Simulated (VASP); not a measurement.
F2: single point with PBEsol

The system is F2, in a box.

```xyz
2
Lattice="10.0000 0.0000 0.0000 0.0000 10.5000 0.0000 0.0000 0.0000 11.0000" Properties=species:S:1:pos:R:3 pbc="T T T"
F     5.0000    5.2500    4.7953
F     5.0000    5.2500    6.2048
```

```yaml
Program: VASP 6.6.1
Task: single point
Functional: PBEsol
Potentials_or_basis: VASP PAW PBE potentials, release 64 (F)
Cutoff: 520 eV
k_mesh: 1 × 1 × 1
Occupations: gaussian, width 0.5 eV
Spin: no spin polarisation
Further_INCAR_settings: ALGO = Normal; EDIFF = 1e-07; NBANDS = 14
```

| Item | Value |
| --- | --- |
| Gap between the frontier levels | 3.51 eV |

Levels at points of the mesh, in eV from the valence-band top:
```csv
k point,band 4,band 5,band 6,band 7,band 8,band 9,band 10,band 11
"(0.00, 0.00, 0.00)",-3.45,-3.45,0.00,0.00,3.51,9.03,10.26,10.28
```

Wall time 66 s on 1 thread of Intel(R) Xeon(R) 6975P-C (Granite Rapids), with other jobs on the host, peak memory 0.85 GiB.

 PBEsol gaps usually lie below the measured ones, often by a third to a half.
